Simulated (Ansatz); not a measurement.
## Band table of SnTe

```
Sn Te
1.0
     0.00000    3.60674    3.60674
     3.60674    0.00000    3.60674
     3.60674    3.60674    0.00000
Sn Te
1 1
Direct
  0.00000 0.00000 0.00000
  0.25000 0.25000 0.25000
```

Atoms are numbered in the order listed.

The cell was built from the zincblende type and relaxed in the same program, and has space group F-43m; it needn't be a known or the stable phase.

No spin–orbit coupling, which matters for the heavy atoms here.

All numbers below come from DFT, PBE, all-electron LAPW, scalar-relativistic (Ansatz 0.2.0).

Settings: a Γ-centred 9×9×9 k mesh, Fermi–Dirac smearing of 0.05 eV, basis error target 1 meV/atom, no spin polarisation.

Path points, in fractions of the reciprocal vectors: Γ (0.000, 0.000, 0.000), X (-0.500, -0.500, 0.000), U (-0.375, -0.375, 0.250), K (-0.375, 0.000, 0.375), L (0.000, 0.000, 0.500), W (-0.500, -0.250, 0.250). Levels in eV from the valence-band top; bands 14 to 26, counted from the lowest band of the run. The gap is 0.08 eV, indirect from W (-0.5, -0.25, 0.25) to X (-0.5, -0.5, 0) (so small a gap may close at points that the mesh and path miss).

```
# k(1/Å) point b14 b15 b16 b17 b18 b19 b20 b21 b22 b23 b24 b25 b26
0.000 Γ -21.85 -21.85 -21.85 -21.84 -21.84 -11.58 -5.21 -1.98 -1.98 -1.98 0.97 0.97 0.97
0.109 - -21.85 -21.85 -21.85 -21.84 -21.84 -11.56 -5.32 -2.05 -2.05 -1.86 0.89 1.09 1.09
0.218 - -21.85 -21.85 -21.85 -21.84 -21.84 -11.50 -5.62 -2.23 -2.23 -1.58 0.70 1.39 1.39
0.327 - -21.85 -21.85 -21.85 -21.84 -21.84 -11.39 -6.01 -2.46 -2.46 -1.24 0.49 1.83 1.83
0.436 - -21.85 -21.85 -21.85 -21.84 -21.84 -11.26 -6.42 -2.69 -2.69 -0.96 0.32 2.33 2.33
0.544 - -21.85 -21.85 -21.85 -21.84 -21.84 -11.11 -6.80 -2.89 -2.89 -0.79 0.22 2.85 2.85
0.653 - -21.85 -21.84 -21.84 -21.84 -21.84 -10.96 -7.12 -3.04 -3.04 -0.73 0.15 3.34 3.34
0.762 - -21.85 -21.84 -21.84 -21.84 -21.84 -10.86 -7.33 -3.14 -3.14 -0.71 0.10 3.72 3.72
0.871 X -21.85 -21.84 -21.84 -21.84 -21.84 -10.82 -7.41 -3.17 -3.17 -0.71 0.08 3.86 3.86
0.910 - -21.85 -21.84 -21.84 -21.84 -21.84 -10.82 -7.41 -3.18 -3.17 -0.70 0.10 3.84 3.85
0.948 - -21.85 -21.84 -21.84 -21.84 -21.84 -10.82 -7.41 -3.22 -3.16 -0.67 0.14 3.77 3.81
0.987 - -21.85 -21.84 -21.84 -21.84 -21.84 -10.82 -7.40 -3.27 -3.14 -0.62 0.23 3.67 3.74
1.025 - -21.85 -21.84 -21.84 -21.84 -21.84 -10.82 -7.40 -3.33 -3.12 -0.58 0.35 3.56 3.65
1.064 - -21.85 -21.84 -21.84 -21.84 -21.84 -10.82 -7.39 -3.40 -3.09 -0.55 0.51 3.43 3.55
1.102 - -21.85 -21.84 -21.84 -21.84 -21.84 -10.83 -7.39 -3.46 -3.06 -0.53 0.70 3.30 3.42
1.140 - -21.85 -21.84 -21.84 -21.84 -21.84 -10.83 -7.37 -3.52 -3.02 -0.53 0.91 3.17 3.29
1.179 U -21.85 -21.84 -21.84 -21.84 -21.84 -10.84 -7.36 -3.56 -2.98 -0.53 1.12 3.04 3.15
1.246 - -21.85 -21.85 -21.84 -21.84 -21.84 -10.84 -7.35 -3.57 -2.98 -0.49 1.22 2.85 3.14
1.312 - -21.85 -21.85 -21.84 -21.84 -21.84 -10.85 -7.34 -3.56 -3.03 -0.39 1.32 2.58 3.12
1.379 - -21.85 -21.85 -21.84 -21.84 -21.84 -10.85 -7.33 -3.53 -3.08 -0.29 1.39 2.36 3.10
1.446 - -21.85 -21.85 -21.84 -21.84 -21.84 -10.85 -7.33 -3.52 -3.11 -0.24 1.42 2.27 3.09
1.512 - -21.85 -21.85 -21.84 -21.84 -21.84 -10.85 -7.33 -3.53 -3.08 -0.29 1.39 2.36 3.10
1.579 - -21.85 -21.85 -21.84 -21.84 -21.84 -10.85 -7.34 -3.56 -3.03 -0.39 1.32 2.58 3.12
1.646 - -21.85 -21.85 -21.84 -21.84 -21.84 -10.84 -7.35 -3.57 -2.98 -0.49 1.22 2.85 3.14
1.712 K -21.85 -21.84 -21.84 -21.84 -21.84 -10.84 -7.36 -3.56 -2.98 -0.53 1.12 3.04 3.15
1.828 - -21.85 -21.85 -21.85 -21.84 -21.84 -10.88 -7.27 -3.60 -2.83 -0.62 1.66 2.71 2.71
1.943 - -21.85 -21.85 -21.85 -21.84 -21.84 -10.97 -7.11 -3.51 -2.65 -0.79 1.85 2.27 2.45
2.059 - -21.85 -21.85 -21.85 -21.84 -21.84 -11.09 -6.85 -3.29 -2.47 -1.02 1.68 1.88 2.32
2.174 - -21.85 -21.85 -21.85 -21.84 -21.84 -11.24 -6.49 -2.98 -2.30 -1.27 1.40 1.56 2.17
2.290 - -21.85 -21.85 -21.85 -21.84 -21.84 -11.37 -6.08 -2.62 -2.16 -1.52 1.16 1.30 1.85
2.405 - -21.85 -21.85 -21.85 -21.84 -21.84 -11.49 -5.67 -2.29 -2.06 -1.74 1.02 1.12 1.44
2.521 - -21.85 -21.85 -21.85 -21.84 -21.84 -11.56 -5.34 -2.06 -2.00 -1.91 0.97 1.01 1.10
2.636 Γ -21.85 -21.85 -21.85 -21.84 -21.84 -11.58 -5.21 -1.98 -1.98 -1.98 0.97 0.97 0.97
2.731 - -21.85 -21.85 -21.85 -21.84 -21.84 -11.57 -5.30 -2.00 -2.00 -1.95 1.00 1.02 1.02
2.825 - -21.85 -21.85 -21.85 -21.84 -21.84 -11.52 -5.53 -2.08 -2.08 -1.89 1.10 1.14 1.14
2.919 - -21.85 -21.85 -21.85 -21.84 -21.84 -11.44 -5.85 -2.17 -2.17 -1.87 1.30 1.30 1.33
3.013 - -21.85 -21.85 -21.85 -21.84 -21.84 -11.34 -6.20 -2.28 -2.28 -1.90 1.47 1.47 1.72
3.108 - -21.85 -21.85 -21.85 -21.84 -21.84 -11.24 -6.53 -2.37 -2.37 -1.95 1.61 1.61 2.21
3.202 - -21.85 -21.85 -21.85 -21.84 -21.84 -11.14 -6.80 -2.45 -2.45 -2.02 1.71 1.71 2.74
3.296 - -21.85 -21.85 -21.85 -21.84 -21.84 -11.07 -6.98 -2.49 -2.49 -2.06 1.76 1.76 3.19
3.391 L -21.85 -21.85 -21.85 -21.84 -21.84 -11.04 -7.04 -2.51 -2.51 -2.08 1.78 1.78 3.38
3.468 - -21.85 -21.85 -21.85 -21.84 -21.84 -11.03 -7.05 -2.71 -2.53 -1.85 1.75 1.83 3.33
3.545 - -21.85 -21.85 -21.85 -21.84 -21.84 -11.01 -7.08 -3.00 -2.59 -1.49 1.69 1.96 3.21
3.622 - -21.85 -21.85 -21.85 -21.84 -21.84 -10.98 -7.13 -3.24 -2.68 -1.12 1.61 2.17 3.04
3.699 - -21.85 -21.85 -21.85 -21.84 -21.84 -10.94 -7.20 -3.41 -2.81 -0.78 1.55 2.35 2.93
3.776 - -21.85 -21.85 -21.84 -21.84 -21.84 -10.89 -7.26 -3.50 -2.95 -0.49 1.49 2.35 3.00
3.853 - -21.85 -21.85 -21.84 -21.84 -21.84 -10.85 -7.33 -3.52 -3.11 -0.24 1.42 2.27 3.09
3.930 - -21.85 -21.85 -21.84 -21.84 -21.84 -10.83 -7.37 -3.49 -3.25 -0.07 1.35 2.22 3.10
4.007 W -21.85 -21.85 -21.84 -21.84 -21.84 -10.82 -7.39 -3.43 -3.34 0.00 1.32 2.21 3.09
4.061 - -21.85 -21.85 -21.84 -21.84 -21.84 -10.82 -7.39 -3.42 -3.34 -0.03 1.21 2.33 3.12
4.115 - -21.85 -21.85 -21.84 -21.84 -21.84 -10.82 -7.39 -3.40 -3.32 -0.11 0.99 2.59 3.22
4.170 - -21.85 -21.85 -21.84 -21.84 -21.84 -10.82 -7.39 -3.36 -3.29 -0.23 0.75 2.89 3.35
4.224 - -21.85 -21.84 -21.84 -21.84 -21.84 -10.82 -7.40 -3.31 -3.26 -0.37 0.53 3.19 3.50
4.279 - -21.85 -21.84 -21.84 -21.84 -21.84 -10.82 -7.40 -3.26 -3.23 -0.50 0.34 3.45 3.64
4.333 - -21.85 -21.84 -21.84 -21.84 -21.84 -10.82 -7.40 -3.21 -3.20 -0.61 0.20 3.67 3.76
4.388 - -21.85 -21.84 -21.84 -21.84 -21.84 -10.82 -7.41 -3.18 -3.18 -0.69 0.11 3.81 3.84
4.442 X -21.85 -21.84 -21.84 -21.84 -21.84 -10.82 -7.41 -3.17 -3.17 -0.71 0.08 3.86 3.86
```
